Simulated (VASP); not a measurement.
# PbSe (Clausthalite) (Fm-3m) in VASP: notebook, part 2 of 2

VASP 6.6.1. The steps go on from the part before.

## (3) Single point, PBE

This run uses another cell than the first one, of 28.67 Å³/atom, 1.210 times its volume.

File INCAR:

```
SYSTEM = PbSe
PREC = Accurate ; ENCUT = 520
EDIFF = 1E-6 ; ISMEAR = 0
SIGMA = 0.026000000000000002 ; LREAL = .FALSE.
LASPH = .TRUE. ; NELM = 60
ALGO = Normal ; ISIF = 2
LWAVE = .FALSE. ; LCHARG = .TRUE.
GGA = PE ; LELF = .TRUE.
LVHAR = .TRUE. ; NBANDS = 17
```

File KPOINTS:

```
Automatic mesh
0
G
  8 8 8
  0 0 0
```

File POSCAR:

```
PbSe
1.0
    0.0000000000      3.0606500000      3.0606500000
    3.0606500000      0.0000000000      3.0606500000
    3.0606500000      3.0606500000      0.0000000000
Pb Se
1 1
Direct
    0.0000000000      0.0000000000      0.0000000000
    0.5000000000      0.5000000000      0.5000000000
```

Potentials or basis: VASP PAW PBE potentials, release 64 (Pb_d, Se).

On the command line:

```
$ cat potpaw_PBE.64/Pb_d/POTCAR potpaw_PBE.64/Se/POTCAR > POTCAR
$ mpirun -np 1 vasp_std > vasp.out
```

OUTCAR:

```text
SYSTEM = PbSe
   PREC = Accurate
   ENCUT = 520
   EDIFF = 1E-6
   ISMEAR = 0
   LREAL = .FALSE.
   LASPH = .TRUE.
   NELM = 60
   ISIF = 2
   GGA = PE

 ion  position               nearest neighbor table
   1  0.000  0.000  0.000-   2 3.06   2 3.06   2 3.06   2 3.06   2 3.06   2 3.06
   2  0.500  0.500  0.500-   1 3.06   1 3.06   1 3.06   1 3.06   1 3.06   1 3.06

  LATTYP: Found a face centered cubic cell.
 ALAT       =     6.1213000000

  Lattice vectors:

 A1 = (   0.0000000000,   3.0606500000,   3.0606500000)
 A2 = (   3.0606500000,   0.0000000000,   3.0606500000)
 A3 = (   3.0606500000,   3.0606500000,   0.0000000000)

Analysis of symmetry for initial positions (statically):
=====================================================================
 Subroutine PRICEL returns:
 Original cell was already a primitive cell.

 Routine SETGRP: Setting up the symmetry group for a
 face centered cubic supercell.

 Subroutine GETGRP returns: Found 48 space group operations
 (whereof 48 operations were pure point group operations)
 out of a pool of 48 trial point group operations.

The static configuration has the point symmetry O_h .

Analysis of symmetry for dynamics (positions and initial velocities):
=====================================================================
 Subroutine PRICEL returns:
 Original cell was already a primitive cell.

 Routine SETGRP: Setting up the symmetry group for a
 face centered cubic supercell.

 Subroutine GETGRP returns: Found 48 space group operations
 (whereof 48 operations were pure point group operations)
 out of a pool of 48 trial point group operations.

The dynamic configuration has the point symmetry O_h .

 Subroutine INISYM returns: Found 48 space group operations
 (whereof 48 operations are pure point group operations),
 and found     1 'primitive' translations

----------------------------------------------------------------------------------------

                                     Primitive cell

  volume of cell :      57.3418

  direct lattice vectors                    reciprocal lattice vectors
     0.000000000  3.060650000  3.060650000    -0.163363991  0.163363991  0.163363991
     3.060650000  0.000000000  3.060650000     0.163363991 -0.163363991  0.163363991
     3.060650000  3.060650000  0.000000000     0.163363991  0.163363991 -0.163363991

  length of vectors
     4.328412740  4.328412740  4.328412740     0.282954733  0.282954733  0.282954733

  position of ions in fractional coordinates (direct lattice)
     0.000000000  0.000000000  0.000000000
     0.500000000  0.500000000  0.500000000

  ion indices of the primitive-cell ions
   primitive index   ion index
                 1           1
                 2           2

----------------------------------------------------------------------------------------

 KPOINTS: Automatic mesh

Automatic generation of k-mesh.
 Grid dimensions read from file:
 generate k-points for:    8    8    8

 Generating k-lattice:

  Cartesian coordinates                     Fractional coordinates (reciprocal lattice)
    -0.020420499  0.020420499  0.020420499     0.125000000  0.000000000  0.000000000
     0.020420499 -0.020420499  0.020420499     0.000000000  0.125000000  0.000000000
     0.020420499  0.020420499 -0.020420499     0.000000000  0.000000000  0.125000000

  Length of vectors
     0.035369342  0.035369342  0.035369342

  Shift w.r.t. Gamma in fractional coordinates (k-lattice)
     0.000000000  0.000000000  0.000000000

 Subroutine IBZKPT returns following result:
 ===========================================

 Found     29 irreducible k-points:

 Following reciprocal coordinates:
            Coordinates               Weight
  0.000000  0.000000  0.000000      1.000000
  0.125000  0.000000  0.000000      8.000000
  0.250000  0.000000  0.000000      8.000000
  0.375000  0.000000  0.000000      8.000000
  0.500000  0.000000  0.000000      4.000000
  0.125000  0.125000  0.000000      6.000000
[... 16 lines left out ...]
  0.500000  0.250000  0.125000     48.000000
 -0.375000  0.250000  0.125000     24.000000
 [... further k-points ...]
   k-points           NKPTS =     29   k-points in BZ     NKDIM =     29   number of bands    NBANDS=     17
   number of dos      NEDOS =    301   number of ions     NIONS =      2
   total plane-waves  NPLWV =  32768
   dimension x,y,z NGX =    32 NGY =   32 NGZ =   32
   dimension x,y,z NGXF=    64 NGYF=   64 NGZF=   64
   ions per type =               1   1
   NGX,Y,Z   is equivalent  to a cutoff of  12.29, 12.29, 12.29 a.u.
   NGXF,Y,Z  is equivalent  to a cutoff of  24.58, 24.58, 24.58 a.u.
 SYSTEM =  PbSe
   PREC   = accura    normal or accurate (medium, high low for compatibility)
   ISTART =      0    job   : 0-new  1-cont  2-samecut
   ICHARG =      2    charge: 1-file 2-atom 10-const
   ISPIN  =      1    spin polarized calculation?
   LNONCOLLINEAR =      F non collinear calculations
   LSORBIT =      F    spin-orbit coupling
   LASPH  =      T    aspherical Exc in radial PAW
   ENCUT  =  520.0 eV  38.22 Ry    6.18 a.u.   8.05  8.05  8.05*2*pi/ulx,y,z
   NELM   =     60;   NELMIN=  2; NELMDL= -5     # of ELM steps
   EDIFF  = 0.1E-05   stopping-criterion for ELM
   LREAL  =      F    real-space projection
   EDIFFG = 0.1E-04   stopping-criterion for IOM
   NSW    =      0    number of steps for IOM
   IBRION =     -1    ionic relax: 0-MD 1-quasi-New 2-CG
   NFREE  =      0    steps in history (QN), initial steepest desc. (CG)
   ISIF   =      2    stress and relaxation
   ISYM   =      2    0-nonsym 1-usesym 2-fastsym
   POTIM  = 0.5000    time-step for ionic-motion
   TEBEG  =    0.0;   TEEND  =   0.0 temperature during run
   PSTRESS=    0.0 pullay stress
   NELECT =      20.0000    total number of electrons
   NUPDOWN=      -1.0000    fix difference up-down
   EMIN   =  10.00;   EMAX   =-10.00  energy-range for DOS
   EFERMI =   0.00;   METHOD = LEGACY
   ISMEAR =     0;   SIGMA  =   0.03  broadening in eV -4-tet -1-fermi 0-gaus
   EFERMI_NEDOS =   21; number of points for ismear=-14 and -15
   IALGO  =     38    algorithm
   IMIX   =      4    mixing-type and parameters
     AMIX     =   0.40;   BMIX     =  1.00
     AMIX_MAG =   1.60;   BMIX_MAG =  1.00
  volume/ion in A,a.u.               =      28.67       193.48
  Fermi-wavevector in a.u.,A,eV,Ry     =   1.152377  2.177676 18.068159  1.327972
  Thomas-Fermi vector in A             =   2.289028
   LORBIT       =      0    0 simple, 1 ext, 2 COOP (PROOUT), +10 PAW based schemes
   GGA     = PE    functional components
   LHFCALC =     F    Hartree Fock is set to
   AEXX    =    0.0000 exact exchange contribution
   IVDW    =     0    specifies the selected vdW correction
   LEPSILON=     F    determine dielectric tensor
   LRPA    =     F    only Hartree local field effects (RPA)
 non-spin polarized calculation
 Gauss-broadening in eV      SIGMA  =   0.03
  energy-cutoff  :      520.00
  volume of cell :       57.34
 maximum number of plane-waves:      1572
   NGX = 17   NGY = 17   NGZ = 17

 number of electron      20.0000000 magnetization

 Free energy of the ion-electron system (eV)
  ---------------------------------------------------
  ext. energy  EPLUGINS =         0.00000000
  ---------------------------------------------------
  free energy    TOTEN  =        -8.17833450 eV

  energy without entropy =       -8.17833450  energy(sigma->0) =       -8.17833450

 E-fermi :   5.2089     XC(G=0):  -9.5302

 val. band max:        5.0697046133   @ k =   0.5000   0.0000   0.0000
 cond. band min:       5.3611558138   @ k =   0.5000   0.0000   0.0000
 fundamental gap:      0.2914512005
 Fermi energy:         5.2088815619

 k-point     1 :       0.0000    0.0000    0.0000
  band No.  band energies     occupation
      1     -11.7675      2.00000
      2     -11.7675      2.00000
      3     -11.7675      2.00000
      4     -11.7635      2.00000
      5     -11.7635      2.00000
      6      -8.5252      2.00000
[... 9 lines left out ...]
     16      11.5849      0.00000
     17      13.2427      0.00000
[... 441 lines left out ...]
 k-point    24 :      -0.3750    0.2500    0.1250
  band No.  band energies     occupation
      1     -11.8205      2.00000
      2     -11.7760      2.00000
      3     -11.7568      2.00000
      4     -11.7469      2.00000
      5     -11.7319      2.00000
      6      -7.2659      2.00000
[... 9 lines left out ...]
     16      15.9114      0.00000
     17      15.9961      0.00000

 [... further k-points ...]

------------------------ aborting loop because EDIFF is reached ----------------------------------------

  FORCE on cell =-STRESS in cart. coord.  units (eV):
  Direction    XX          YY          ZZ          XY          YZ          ZX
  --------------------------------------------------------------------------------------
  -------------------------------------------------------------------------------------
  Total        0.8595970      0.8595970      0.8595970      0.0000000      0.0000000      0.0000000
  in kB       24.0178680     24.0178680     24.0178680      0.0000000      0.0000000      0.0000000
  external PRESSURE =      24.0178680 kB  Pullay stress =       0.0000000 kB

 VOLUME and BASIS-vectors are now :
 -----------------------------------------------------------------------------
  energy-cutoff  :      520.00
  volume of cell :       57.34
      direct lattice vectors                 reciprocal lattice vectors
     0.000000000  3.060650000  3.060650000    -0.163363991  0.163363991  0.163363991
     3.060650000  0.000000000  3.060650000     0.163363991 -0.163363991  0.163363991
     3.060650000  3.060650000  0.000000000     0.163363991  0.163363991 -0.163363991

 POSITION                                       TOTAL-FORCE (eV/Angst)
 -----------------------------------------------------------------------------------
      0.00000      0.00000      0.00000         0.000000     -0.000000      0.000000
      3.06065      3.06065      3.06065        -0.000000      0.000000     -0.000000
 -----------------------------------------------------------------------------------
    total drift:                                0.000000     -0.000000     -0.000000

  FREE ENERGIE OF THE ION-ELECTRON SYSTEM (eV)
  ---------------------------------------------------
  free  energy   TOTEN  =        -8.1783345016 eV

  energy  without entropy=       -8.1783345016  energy(sigma->0) =       -8.17833450
```

OSZICAR:

```text
N       E                     dE             d eps       ncg     rms          rms(c)
DAV:   1     0.159308699735E+03    0.15931E+03   -0.95315E+03   986   0.119E+03
DAV:   2     0.312517701652E+01   -0.15618E+03   -0.15032E+03  1062   0.311E+02
DAV:   3    -0.819036588672E+01   -0.11316E+02   -0.11244E+02  1244   0.888E+01
DAV:   4    -0.845790716584E+01   -0.26754E+00   -0.26739E+00  1272   0.155E+01
DAV:   5    -0.846672065974E+01   -0.88135E-02   -0.88132E-02  1385   0.268E+00    0.277E+00
DAV:   6    -0.818014383190E+01    0.28658E+00   -0.70532E-01  1514   0.579E+00    0.157E+00
DAV:   7    -0.817526625290E+01    0.48776E-02   -0.11895E-01  1182   0.166E+00    0.854E-01
DAV:   8    -0.817866055869E+01   -0.33943E-02   -0.12669E-02  1197   0.123E+00    0.154E-01
DAV:   9    -0.817827151539E+01    0.38904E-03   -0.26766E-03  1510   0.510E-01    0.502E-02
DAV:  10    -0.817832726946E+01   -0.55754E-04   -0.22163E-04  1166   0.845E-02    0.182E-02
DAV:  11    -0.817833459963E+01   -0.73302E-05   -0.62479E-05  1299   0.776E-02    0.950E-03
DAV:  12    -0.817833450162E+01    0.98002E-07   -0.32618E-06  1180   0.122E-02
   1 F= -.81783345E+01 E0= -.81783345E+01  d E =-.413397E-16
```

stdout:

```text
POSCAR found type information on POSCAR PbSe
 POSCAR found :  2 types and       2 ions
 scaLAPACK will be used
 LDA part: xc-table for (Slater+PW92), standard interpolation
 POSCAR, INCAR and KPOINTS ok, starting setup
 FFT: planning ... GRIDC
 FFT: planning ... GRID_SOFT
 FFT: planning ... GRID
 WAVECAR not read
 entering main loop
```

Run time: 15 s. Hardware: 1 thread of Intel Xeon 6975P-C, shared host; peak memory 0.19 GiB.

Results:

```
Free energy            : -8.1783 eV
Pressure               : 2.4 GPa
Band gap on the k mesh : 0.29 eV, direct
```

Levels at points of the mesh, in eV from the valence-band top:
```tsv
k point	band 8	band 9	band 10	band 11	band 12	band 13
(0.00, 0.00, 0.00)	-1.88	-1.88	-1.88	4.71	4.71	4.71
(0.50, 0.00, 0.00)	-1.47	-1.47	0.00	0.29	1.70	1.70
(0.50, 0.50, 0.00)	-4.98	-3.24	-3.24	3.69	5.61	5.61
```

Caveat: spin-orbit coupling is left out, which moves the levels of the heavy elements.

## (4) Against experiment

Step 2. A measured gap of PbSe is 0.15 eV (direct; 4.2 K; a printed reference work, monograph); the calculated 0.47 eV misses it by +0.32 eV. 2 values of this kind are on record (0.15 to 0.28 eV); this one was drawn at random. Spin-orbit coupling on Pb, Se is left out. The value is that of RPBE+D3(BJ) on a finite k mesh, which can miss the band edges, without temperature or zero-point motion.

Step 3. Measured gap of PbSe: 0.28 eV (direct; 300 K; a printed reference work, monograph). This calculation gives 0.29 eV (+0.01 eV). 2 values of this kind are on record (0.15 to 0.28 eV); this one was drawn at random. Spin-orbit coupling on Pb, Se is left out. The value is that of PBE on a finite k mesh, which can miss the band edges, without temperature or zero-point motion.
